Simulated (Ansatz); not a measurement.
# ZnO (wurtzite type): independent-particle optics, part 3 of 3

Aim: the dielectric function of ZnO (wurtzite type) in the independent-particle picture, and how it depends on the functional and on the gap. Plan: HSE06 for the gap; optics with PBE on 12×12×4; optics with r2SCAN on 12×12×4; optics with LDA on 12×12×4; optics with PBE and scissors to the HSE06 gap on 12×12×4.

Ansatz 0.2.0; plane waves, PAW; no local fields, no excitons. The steps go on from the part before.

## (6) Optics, PBE + 1.72 eV scissors

The scissors of 1.724 eV comes from the difference of HSE06 and PBE direct gaps in separate runs.

The input, input.yaml:

```yaml
crystal:
  lattice:
    - [3.2353408641, 1.0e-10, 0.0]
    - [-1.6176704321, 2.8018873782, 0.0]
    - [0.0, 0.0, 5.2109518316]
  atoms:
    - { symbol: Zn, position: [0.3333333333, 0.6666666667, -0.0023477534] }
    - { symbol: Zn, position: [0.6666666667, 0.3333333333, 0.4976522466] }
    - { symbol: O, position: [0.3333333333, 0.6666666667, 0.3773477534] }
    - { symbol: O, position: [0.6666666667, 0.3333333333, 0.8773477534] }
kpoints:
  mp_grid: { grid: [12, 12, 4] }
hamiltonian:
  xc: pbe
scf:
  occupations: { method: fixed }
output:
  optics:
    e_range: [0, 12]
    de: 0.05
    sigma: 0.1
    bands: auto
    scissors: 1.724
```

Run with:

```bash
$ ansatz run input.yaml --threads 4 --pin off --max-ram 3686MiB --backend cpu --events-out ev --progress --plain --runs-dir out
```

The log of the run:

```text
Warning: RAYON_NUM_THREADS=4 ignored (pool sized by the plan → 4); use --threads N
Engine: ansatz 0.2.0, aarch64-unknown-linux-gnu
Pseudopotentials: kind: paw
Pseudopotential: Zn, paw, valence charge 12, recommended cutoff 420 eV (normal), Zn.paw.azcp
Pseudopotential: O, paw, valence charge 6, recommended cutoff 420 eV (normal), O.paw.azcp
Functional definition: PBE
  parameter kappa = 0.804
  parameter beta = 0.06672455060314922
  exchange = pbe_x(kappa = kappa, mu = beta*pi^2/3)
  correlation = pbe_c(beta = beta)
Crystal: 4 atoms, lattice volume = 47.238 Å³
Basis set: ecut = 420 eV, 941 PW (Γ)
Bands: 22, of which v1, the nominal top of the filled ones, is band 18 counted from 1 (17 counted from 0)
Symmetry: 12 space group operations
Space group: P63mc (ITA 186), of the structure as read, at distance tolerance 3.6e-5 Å
k-points: 57 of 576 (time reversal used)
Non-local potential: Zn, projectors of the file, l = 0: 2, l = 1: 2, l = 2: 3, l = 3: 1
Non-local potential: O, projectors of the file, l = 0: 2, l = 1: 2, l = 2: 1
PAW form: soft (Blöchl's): semilocal exchange-correlation on the pseudo side does not see the compensation charge
PAW one-centre angular grid: Zn, 590 points (default); XC on 64 Gauss nodes
PAW one-centre angular grid: O, 110 points (default); XC on 64 Gauss nodes
Initial density: superposition of atomic densities (neutral atoms: chi_scale 0, normalization atom), corrected by the library's trained network
Initial wavefunctions: pseudopotential atomic-orbital guess
Functional: x = pbe(κ = 0.804, μ = 0.2195149727645171), c = pbe(β = 0.06672455060314922)
SCF iter   1: F=—  HF=-7773.654061 eV  |F-HF|=—  |Δ(HF+E_count)|=         —  Δρ=6.78e-4  dr2=6.56e-5  ethr=1.77e-3  ⟨swp⟩=5.2  Hψ=5021  notcnv=0  defer=110
preconditioner: auto → Resta (q_TF=auto, 2.608 Å⁻¹)  ε∞=7.5  [insulator: Δε(μ)=0.810 eV  Ē_g=12.749 eV  n_scr=22 (ndim 8)  ℏωp=32.4 eV  f_vac=0.033  ε∞_Penn≈7.5]
SCF iter   2: F=—  HF=-7773.655172 eV  |F-HF|=—  |Δ(HF+E_count)|=   1.11e-3  Δρ=4.11e-4  dr2=2.70e-5  ethr=1.82e-7  ⟨swp⟩=2.9  Hψ=3337  notcnv=0  defer=112
SCF iter   3: F=—  HF=-7773.655253 eV  |F-HF|=—  |Δ(HF+E_count)|=   8.10e-5  Δρ=2.34e-4  dr2=1.12e-5  ethr=7.50e-8  ⟨swp⟩=2.0  Hψ=2172  notcnv=0  defer=37
SCF iter   4: F=—  HF=-7773.655288 eV  |F-HF|=—  |Δ(HF+E_count)|=   3.49e-5  Δρ=1.02e-4  dr2=2.32e-6  ethr=3.12e-8  ⟨swp⟩=2.0  Hψ=2145  notcnv=0  defer=2
SCF iter   5: F=—  HF=-7773.655296 eV  |F-HF|=—  |Δ(HF+E_count)|=   8.33e-6  Δρ=2.71e-5  dr2=2.28e-7  ethr=6.46e-9  ⟨swp⟩=2.0  Hψ=2177  notcnv=0
SCF iter   6: F=—  HF=-7773.655296 eV  |F-HF|=—  |Δ(HF+E_count)|=   4.36e-7  Δρ=1.29e-5  dr2=6.02e-8  ethr=6.34e-10  ⟨swp⟩=2.0  Hψ=2183  notcnv=0
SCF iter   7: F=—  HF=-7773.655296 eV  |F-HF|=—  |Δ(HF+E_count)|=   8.33e-8  Δρ=3.32e-6  dr2=3.85e-9  ethr=1.67e-10  ⟨swp⟩=2.0  Hψ=2245  notcnv=0
SCF iter   8: F=—  HF=-7773.655296 eV  |F-HF|=—  |Δ(HF+E_count)|=   4.38e-9  Δρ=8.40e-7  dr2=3.20e-10  ethr=1.07e-11  ⟨swp⟩=2.0  Hψ=2130  notcnv=0
SCF iter   9: F=-7773.655296 eV  HF=-7773.655296 eV  |F-HF|=1.46e-11  |Δ(HF+E_count)|=  2.75e-10  Δρ=1.33e-7  dr2=8.73e-12  ethr=1.00e-12  ⟨swp⟩=3.8  Hψ=5409  notcnv=0
SCF 1 converged in 9 iterations: F = -7773.655296 eV  dr2 = 8.73e-12
NSCF: frozen V_eff on 57 k-points
Optics k sum: 0 of 57 k-points
[...]
output.optics: what the bands over the 75 summed would add to eps1, eps2 and the energy-loss function is held between a lower and an upper bound (5 Lanczos steps). eps1, eps2 and their loss function (loss_summed_bands) are given on every row as the summed bands alone make them. Along an axis, on a row where the two bounds hold the loss function to about 1 % of the greater of itself and 0.5 % of |1/eps|, its cell (loss_completed) is given, with the completed eps1 and eps2 that it is formed of (a cell that is left empty reads nan in the table and null in the record). The two bounds hold it so along every axis on all 241 rows up to 12.000 eV. The run works to bound the rows up to 42.154 eV and no higher ones: a peak of the loss function over that energy may be left empty with no warning. To have the run work for it, set output.optics.bands.spectra_wanted_up_to to a higher energy. perfect_screening_sum, loss_f_sum_n_eff and, beside carriers, perfect_screening_limit are those of loss_summed_bands: over the bounded function the two sums would run over rows that are not all bounded, and lack what the bands left out lay past the top of the energy grid. Bounded is said of the bands left out alone, which are those that the basis at basis.ecutwfc holds: it says nothing of that cutoff, of the k-point mesh, of what the sum inside its cells errs by (eps2_relative_error), of the factors of all_electron_strengths, nor of how far the SCF is converged. The bands left out are taken at the k-points, and what their mean over the points' cells stands off that by is in neither bound: the run's estimate of it, which the test of a row counts in, is 0.00 % of |eps| at the most among the values given; where the mean stood off by over 0.5 % the points' spread read 0.1 to 3 times that
SCF converged after 9 iterations
Free energy (F): -7773.655296 eV
Harris-Foulkes:  -7773.655296 eV  (|F-HF|=1.46e-11)
Internal energy: -7773.655296 eV  (E = F + TS)
E sigma→0 (E₀):  -7773.655296 eV
Fermi energy:    7.343293 eV
--- Per-component energies (eV) ---
  E_band       = 68.836854
  E_kinetic    = 612.398073
  E_local      = -3991.599450  (includes V_loc(G=0)·N_el)
  E_nonlocal   = 1335.449883
  E_hartree    = 1641.051284
  E_xc         = -420.215351
  E_vxc        = -290.214207  (∫ρ·V_xc dr)
  E_paw        = -3980.479645  (= ΣΔE_a)
  E_vpaw       = -879.304214  (= ΣTr[D̂ρ^β])
  E_aug_tail   = 0.004192  (compensation charges beyond the density's cutoff)
  E_ewald      = -2970.264283
  E_smearing   = -0.000000  (= −TS)
  E_closure    = 0.000000  (closes the sum)
  Σ components = -7773.655296   (vs F -7773.655296, Δ=0.00e0)
--- Band table (eV; the first three rows and the last of 57) ---
  k-point 0: bands = ["-10.7980", "-10.0617", "1.5979", "1.5979", "1.6515", "1.6606", "1.7918", "1.7918", "2.7998", "2.7998", "3.0129", "3.0129", "3.2924", "6.5432", "6.5432", "7.2508", "7.3433", "7.3433", "8.1514", "12.6093", "15.5775", "20.3008"]
  k-point 1: bands = ["-10.6954", "-10.1750", "1.4663", "1.5438", "1.6140", "1.6140", "1.7499", "1.7499", "2.8416", "2.8416", "2.9936", "2.9936", "3.9176", "6.3044", "6.6626", "6.6626", "7.2285", "7.2285", "9.2848", "12.0871", "16.0561", "19.6788"]
  k-point 2: bands = ["-10.4405", "-10.4405", "1.3892", "1.3892", "1.6693", "1.6693", "1.6693", "1.6693", "2.9285", "2.9285", "2.9285", "2.9285", "5.0918", "5.0918", "6.9475", "6.9475", "6.9475", "6.9475", "10.8209", "10.8209", "17.4543", "17.4543"]
  k-point 56: bands = ["-9.9209", "-9.9209", "1.5766", "1.5766", "1.8091", "1.8091", "2.3705", "2.3705", "2.8058", "2.8058", "3.3359", "3.3359", "3.6162", "3.6162", "4.6306", "4.6306", "6.0843", "6.0843", "15.3759", "15.3759", "15.3847", "15.3847"]
```

It took 2.1 min on 4 threads of Arm Neoverse N1, shared host; peak memory 1 GiB.

optics.tsv begins:

```
# eps_inf(xx yy zz) = 4.048044 4.048044 4.094251
# eps_inf_bands = all
# eps_inf_summed_bands(xx yy zz) = 3.998894 3.998894 4.044993
# eps_inf_completed(xx yy zz) = 4.048044 4.048044 4.094251
# eps2_relative_error = 0.0004
# eps_inf_relative_error = 0.0038
# f_sum_n_eff(xx yy zz) = 21.543921 21.543921 21.542340 of n_electrons = 36.000000
# n_bands = 75
# n_bands_set_by = photon_energy
# valid_up_to_ev = 60.674852
# least_direct_gap_ev = 8.080903e-1 at k(fractional) = 0.000000 0.000000 0.000000, k_point = 0, channel = 0, bands = 17 18 (counted from 0)
```

The dielectric function from optics.tsv (yy equals xx), one row in 13 (narrow peaks fall between the rows):

```
E (eV)  ε₂ xx  ε₂ zz  ε₁ xx  ε₁ zz
  2.25   0.00   0.00   4.72   4.70
  2.90   1.57   1.50   4.83   5.23
  3.55   1.59   1.75   4.02   4.26
  4.20   1.45   1.67   3.73   3.84
  4.85   1.36   1.57   3.64   3.66
  5.50   1.33   1.51   3.65   3.61
  6.15   1.37   1.51   3.73   3.64
  6.80   1.50   1.58   3.85   3.75
  7.45   1.78   1.79   4.04   3.94
  8.10   2.42   2.41   4.01   4.25
  8.75   2.60   3.04   3.32   2.93
  9.40   2.37   2.48   2.91   2.75
 10.05   2.07   2.38   3.16   2.99
 10.70   2.43   3.03   3.65   2.83
 11.35   3.14   2.53   4.02   2.49
 12.00   5.04   2.54   2.64   3.23
```

Tallest peaks of ε₂ (mean of the periodic axes): 3.0 at 8.40 eV, 2.8 at 8.85 eV, 2.9 at 11.15 eV. ε₂ still climbs above these at the end of the range, so the main peak lies higher.

## (7) Comparison

```csv
level,mesh,least direct gap on the mesh (eV),ε∞,tallest peak of ε₂,time
PBE,12×12×4,0.81,"5.17 (xx, yy), 5.20 (zz)",4.9 at 10.85 eV (range ends at 12.0 eV),2.2 min
r2SCAN,12×12×4,1.24,"4.35 (xx, yy), 4.40 (zz)",4.5 at 11.60 eV,2.6 min
LDA,12×12×4,0.74,"5.39 (xx, yy), 5.42 (zz)",5.0 at 10.70 eV (range ends at 12.0 eV),2.2 min
PBE + 1.72 eV scissors,12×12×4,2.53,"4.05 (xx, yy), 4.09 (zz)",not reached: ε₂ still climbs at 12.0 eV,2.1 min
```

## (8) Outcome

What follows sums up all 3 parts.

| quantity | value |
| --- | --- |
| ε∞, PBE | 5.17 (xx, yy), 5.20 (zz) |
| ε∞, r2SCAN | 4.35 (xx, yy), 4.40 (zz) |
| ε∞, LDA | 5.39 (xx, yy), 5.42 (zz) |
| ε∞, PBE + 1.72 eV scissors | 4.05 (xx, yy), 4.09 (zz) |
| tallest peak of ε₂, PBE | 4.9 at 10.85 eV (range ends at 12.0 eV) |
| tallest peak of ε₂, r2SCAN | 4.5 at 11.60 eV |
| tallest peak of ε₂, LDA | 5.0 at 10.70 eV (range ends at 12.0 eV) |
| tallest peak of ε₂, PBE + 1.72 eV scissors | not reached: ε₂ still climbs at 12.0 eV |
| HSE06 direct gap | 2.53 eV |

**Reading.** From LDA to PBE + 1.72 eV scissors the direct gap grows from 0.74 to 2.53 eV, and ε∞ goes from 5.40 to 4.06 (mean of the axes): a wider gap screens less. The response is anisotropic: with PBE ε∞ is 5.17 (xx, yy), 5.20 (zz). Local fields and excitons are left out: both change ε∞, and without excitons the onset lacks its lines.
